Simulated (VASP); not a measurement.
Input of a VASP 6.6.1 run:

File INCAR:

```
PREC     = Accurate       # precision mode
ENCUT    = 520            # plane-wave cutoff, eV
EDIFF    = 1E-6           # SCF threshold, eV
ISMEAR   = -1             # smearing method
SIGMA    = 0.03           # smearing width, eV
LREAL    = False          # projectors in reciprocal space
LASPH    = True           # aspherical terms in the spheres
NELM     = 100            # most SCF steps
ALGO     = Normal         # electronic algorithm
ISIF     = 2              # what is computed and relaxed
LWAVE    = False          # write WAVECAR
LCHARG   = False          # write CHGCAR
GGA      = PE             # functional
NBANDS   = 17             # bands
```

File KPOINTS:

```
regular mesh
0
Gamma
  5 5 5
```

The input POSCAR:

```
TePb
1.0
    0.0000000000      3.2310000000      3.2310000000
    3.2310000000      0.0000000000      3.2310000000
    3.2310000000      3.2310000000      0.0000000000
Pb Te
1 1
Direct
    0.0000000000      0.0000000000      0.0000000000
    0.5000000000      0.5000000000      0.5000000000
```

Potentials or basis: VASP PAW PBE potentials, release 64 (Pb_d, Te).

Command:

```console
$ cat potpaw_PBE.64/Pb_d/POTCAR potpaw_PBE.64/Te/POTCAR > POTCAR
$ mpirun -np 1 vasp_std > vasp.out
```

(1) What does it give for the pressure?

Results:

(1) 2.1 GPa.
